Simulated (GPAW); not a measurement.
# ZnS (F-43m) in GPAW: reference runs

How does ZnS come out in PBE? The cell is run as given.

Everything below comes from runs of GPAW 26.7.0. Logs are shortened: lines on timing, memory, paths and dates and some standing lists are left out, and cuts for length are marked. The log counts tension as positive stress, the text compression.

**The experiment to reproduce.**

“Electronic, vibrational, and thermodynamic properties of ZnS (zincblende and rocksalt structure)”, 2009, arxiv:0911.5022 quotes, for a bulk crystal of ZnS at 19 K: band gap 3.85 eV (direct).

The runs below are set against these values where they give the same quantity.

### Step 1. Starting point

The structure is cubic, space group F-43m (No. 216). The conventional cell has a = 5.404 Å, b = 5.404 Å, c = 5.404 Å, α = 90.00°, β = 90.00°, γ = 90.00°. Around Zn (site symmetry -43m) lie 4 S at 2.34 Å. Around S (site symmetry -43m) lie 4 Zn at 2.34 Å.

### Step 2. Single point, PBE

File run.py:

```python
from ase import Atoms
from ase.dft.bandgap import bandgap
from ase.io import write
from ase.units import Bohr, GPa
from gpaw import GPAW, PW
from gpaw.elf import elf_from_dft_calculation

atoms = Atoms(['Zn', 'S'],
              cell=[[0.0, 2.702, 2.702],
                    [2.702, 0.0, 2.702],
                    [2.702, 2.702, 0.0]],
              scaled_positions=[[0.75, 0.75, 0.75],
                                [0.0, 0.0, 0.0]],
              pbc=True)

calc = GPAW(mode=PW(600),
            xc='PBE',
            kpts={'size': (9, 9, 9), 'gamma': True},
            occupations={'name': 'fermi-dirac', 'width': 0.05},
            nbands=18,
            convergence={'density': 1e-05, 'energy': 1e-05},
            maxiter=150,
            txt='gpaw.txt')
atoms.calc = calc
energy = atoms.get_potential_energy()
forces = atoms.get_forces()
stress = atoms.get_stress()
calc.write('gs.gpw')
write('result.traj', atoms)
print(f'Energy: {energy:.6f} eV')
print('Forces (eV/A):')
print(forces.round(4))
print('Stress (GPa):', (stress / GPa).round(3))
print('Fermi level:', round(calc.get_fermi_level(), 4), 'eV')
print(f'Gap: {bandgap(calc)[0]:.4f} eV, direct: {bandgap(calc, direct=True)[0]:.4f} eV')

# fields on the real-space grid
write('density.cube', atoms, data=calc.get_pseudo_density() * Bohr**3)
write('potential.cube', atoms, data=calc.get_electrostatic_potential())
write('elf.cube', atoms, data=elf_from_dft_calculation(calc).data)
```

Potentials or basis: GPAW PAW data sets (gpaw-data 1.2.1), pw.

Run with:

```bash
$ OMP_NUM_THREADS=1 python run.py
```

gpaw.txt:

```text
__  _  _
 | _ |_)|_||  |
 |__||  | ||/\| - 26.7.0

Input parameters:
  mode=PW(ecut=600.0),
  convergence={'density': 1e-05, 'energy': 1e-05},
  kpts=MonkhorstPack(size=(9, 9, 9), gamma=True),
  maxiter=150,
  nbands=18,
  occupations=Occupations(name='fermi-dirac', width=0.05),
  xc=XC(name='PBE')

Diagonalizing LCAO Hamiltonian
Converting LCAO to pw mode

                    Zn

       S

Atoms  # Å, Bohr magnetons
|   | symbol |        x |        y |        z |    initial magnetic moments |
|---|--------|----------|----------|----------|-----------------------------|
| 0 |     Zn | 4.053000 | 4.053000 | 4.053000 | ( 0.0000,  0.0000,  0.0000) |
| 1 |      S | 0.000000 | 0.000000 | 0.000000 | ( 0.0000,  0.0000,  0.0000) |

Unit cell  # Å
| periodic |        x |        y |        z |  lengths |    angles |
|----------|----------|----------|----------|----------|-----------|
|      yes | 0.000000 | 2.702000 | 2.702000 | 3.821205 | 60.000000 |
|      yes | 2.702000 | 0.000000 | 2.702000 | 3.821205 | 60.000000 |
|      yes | 2.702000 | 2.702000 | 0.000000 | 3.821205 | 60.000000 |

Number of symmetries: 24
Symmetry operations  # r_c * U_cc + t_c -> r_c
|    | kind |            matrix            |
|----|------|------------------------------|
|  0 |  E   |  1, 0, 0,  0, 1, 0,  0, 0, 1 |
|  1 |  σ   |  1, 0, 0,  0, 0, 1,  0, 1, 0 |
|  2 |  σ   |  1, 0,-1,  0, 1,-1,  0, 0,-1 |
|  3 |  C3  |  1, 0,-1,  0, 0,-1,  0, 1,-1 |
|  4 |  C3  |  1,-1, 0,  0,-1, 1,  0,-1, 0 |
|  5 |  σ   |  1,-1, 0,  0,-1, 0,  0,-1, 1 |
|  6 |  σ   |  0, 1, 0,  1, 0, 0,  0, 0, 1 |
|  7 |  C3  |  0, 1, 0,  0, 0, 1,  1, 0, 0 |
|  8 |  C2  |  0, 1,-1,  1, 0,-1,  0, 0,-1 |
|  9 |  S4  |  0, 1,-1,  0, 0,-1,  1, 0,-1 |
| 10 |  C3  |  0, 0, 1,  1, 0, 0,  0, 1, 0 |
| 11 |  σ   |  0, 0, 1,  0, 1, 0,  1, 0, 0 |
| 12 |  S4  |  0, 0,-1,  1, 0,-1,  0, 1,-1 |
| 13 |  C3  |  0, 0,-1,  0, 1,-1,  1, 0,-1 |
| 14 |  S4  |  0,-1, 1,  1,-1, 0,  0,-1, 0 |
| 15 |  C2  |  0,-1, 1,  0,-1, 0,  1,-1, 0 |
| 16 |  C3  |  0,-1, 0,  1,-1, 0,  0,-1, 1 |
| 17 |  S4  |  0,-1, 0,  0,-1, 1,  1,-1, 0 |
| 18 |  S4  | -1, 1, 0, -1, 0, 1, -1, 0, 0 |
| 19 |  C3  | -1, 1, 0, -1, 0, 0, -1, 0, 1 |
| 20 |  C3  | -1, 0, 1, -1, 1, 0, -1, 0, 0 |
| 21 |  S4  | -1, 0, 1, -1, 0, 0, -1, 1, 0 |
| 22 |  σ   | -1, 0, 0, -1, 1, 0, -1, 0, 1 |
| 23 |  C2  | -1, 0, 0, -1, 0, 1, -1, 1, 0 |

BZ-sampling:
  Number of BZ points: 729
  Number of IBZ points: 35

  Monkhorst-Pack size: [9, 9, 9]
  Monkhorst-Pack shift: [0, 0, 0]

K-points  # in reciprocal-cell coordinates
|     |                                coordinates |     weight |
|-----|--------------------------------------------|------------|
|   0 | (  0.00000000,   0.00000000,   0.00000000) | 0.00137174 |
|   1 | (  0.11111111,   0.11111111,   0.00000000) | 0.00823045 |
|   2 | (  0.11111111,   0.11111111,   0.11111111) | 0.01097394 |
|   3 | (  0.22222222,   0.11111111,   0.11111111) | 0.01646091 |
|   4 | (  0.22222222,   0.22222222,   0.00000000) | 0.00823045 |
|   5 | (  0.22222222,   0.22222222,   0.11111111) | 0.03292181 |
|   6 | (  0.22222222,   0.22222222,   0.22222222) | 0.01097394 |
|   7 | (  0.33333333,   0.22222222,   0.11111111) | 0.03292181 |
|   8 | (  0.33333333,   0.22222222,   0.22222222) | 0.03292181 |
|   9 | (  0.33333333,   0.33333333,  -0.33333333) | 0.01646091 |
| ... |                                            |            |
|  34 | (  0.44444444,   0.44444444,   0.44444444) | 0.01097394 |

Plane wave coefficients: 1363
Cutoff: 600.0 eV

Spin-components: 1 (collinear spins)
Bands:           18
Projectors:      11
Spin-degeneracy: 2
Datatype:        complex128

Density:
  Valence electrons: 18.0
  Components: 1
  Grid points: [24 24 24]
  Charge: 0.0  # |e|

Potential:
  Grid points: [24 24 24]

species:
  Zn:
    name:    Zinc
    Z:       30.0
    valence: 12
    core:    18
    charge:  0.0  # [|e|]
    compensation charges:
      type: gauss
      rc: 0.37  # [Å]
      lmax: 2
    cutoffs:
      filter: 2.14  # [Å]
      core: 2.28  # [Å]
    projectors
    | kind |    occ | energy [eV] | rcut [Å] |
    |------|--------|-------------|----------|
    |   4s |  2.000 |      -5.977 |    1.286 |
    |   4p |  0.000 |      -1.117 |    1.270 |
    |   3d | 10.000 |     -10.142 |    1.180 |
    |    s |        |      21.234 |    1.286 |
    |    p |        |      26.095 |    1.270 |
    |    d |        |      17.070 |    1.180 |

    Using partial waves for Zn as LCAO basis

  S:
    name:    Sulfur
    Z:       16.0
    valence: 6
    core:    10
    charge:  0.0  # [|e|]
    compensation charges:
      type: gauss
      rc: 0.24  # [Å]
      lmax: 2
    cutoffs:
      filter: 1.77  # [Å]
      core: 1.66  # [Å]
    projectors
    | kind |    occ | energy [eV] | rcut [Å] |
    |------|--------|-------------|----------|
    |   3s |  2.000 |     -17.254 |    0.974 |
    |   3p |  4.000 |      -7.008 |    0.979 |
    |    s |        |       9.957 |    0.974 |
    |    p |        |      20.203 |    0.979 |
    |    d |        |       0.000 |    0.900 |

    Using partial waves for S as LCAO basis

Reference energy: -59718.946550  # eV

eigensolver:
  PPCG
  Converge bands: occupied
  niter=2

density mixing:
  MSR1-Mixer
  Pratt-step length: 0.05
  Maximum mixing coefficient: 0.75
  Old densities: 10
  SVD Regularization: 0.005
  Good broyden scale: 1.0
  Trust region scale: 1.0
  Backstep threshold: 4.0
  History deletion threshold: 6.0
  Fourier metric: weight=20.0, sigma=0.015

occupation numbers:
  Fermi-Dirac:
    width: 0.0500  # eV

poisson solver:
  ecut: 4800.0  # eV

xc functional:
[... 9 lines left out ...]
|iter     | |      energy | eigst |  dens |
|---------|-|-------------|-------|-------|
|iter:   1| |   -7.291913 | -0.09 |       |
|iter:   2| |   -7.205643 | -1.80 | -1.18 |
|iter:   3| |   -6.921237 | -1.50 | -1.23 |
|iter:   4| |   -6.921903 | -2.66 | -1.79 |
|iter:   5| |   -6.923390 | -3.64 | -2.23 |
|iter:   6| |   -6.923337 | -4.30 | -3.00 |
|iter:   7| |   -6.923362c| -5.20 | -3.52 |
|iter:   8| |   -6.923369c| -5.86 | -3.87 |
|iter:   9| |   -6.923369c| -8.04c| -4.90 |
|iter:  10| |   -6.923369c| -7.59c| -5.36c|

Converged in 10 steps
Energy contributions relative to reference atoms: (reference = -59718.946550)

Energy contributions:
  Kinetic:          10.974489
  Coulomb:          -9.307937
  Zero:              0.056342
  External:          0.000000
  Xc:               -8.646264
  Entropy:          -0.000000
  Spinorbit:         0.000000
  ----------------------------
  Free energy:      -6.923369
  Extrapolated:     -6.923369

dipole moment: (-14.590608, -14.590608, -14.590608)  # |e|*Ang

Fermi level: 4.697
Eigenvalues  # (at kpt = [0.000, 0.000, 0.000])
| band index |      eig [eV] | occ [0-2] |
|------------|---------------|-----------|
|          0 |        -9.388 |     2.000 |
|          1 |        -2.563 |     2.000 |
|          2 |        -2.563 |     2.000 |
|          3 |        -2.563 |     2.000 |
|          4 |        -2.069 |     2.000 |
|          5 |        -2.069 |     2.000 |
[... 10 lines left out ...]
|         16 |        18.294 |     0.000 |
|         17 |        18.294 |     0.000 |

Gap: 2.104 eV
Transition (v -> c):
  (s=0, k=0, n=8, [0.00, 0.00, 0.00]) -> (s=0, k=0, n=9, [0.00, 0.00, 0.00])
No difference between direct/indirect transitions

Forces  # eV/Ang
|        x |       y |       z |
|----------|---------|---------|
| -0.00000 | 0.00000 | 0.00000 |  # Zn   0
|  0.00000 | 0.00000 | 0.00000 |  # S    1

Stress tensor  # eV/Ang^3
|         x |         y |         z |
|-----------|-----------|-----------|
| -0.010136 | -0.000000 |  0.000000 |
| -0.000000 | -0.010136 |  0.000000 |
|  0.000000 |  0.000000 | -0.010136 |

# Writing to gs.gpw (mode='')
```

It took 11 s on 1 thread of Intel Xeon 6975P-C (Granite Rapids), shared host; peak memory 0.16 GiB.

Results:

- Free energy: -6.9234 eV
- Pressure: 1.6 GPa
- Band gap on the k mesh: 2.10 eV, direct

### Step 3. How close it comes

Step 2. Measured gap of ZnS: 3.85 eV (direct; 19 K; quoted in “Electronic, vibrational, and thermodynamic properties of ZnS (zincblende and rocksalt structure)”, 2009, arxiv:0911.5022). This calculation gives 2.10 eV (-1.75 eV). The value is that of PBE, without temperature or zero-point motion. Semilocal functionals fall short of measured gaps as a rule.
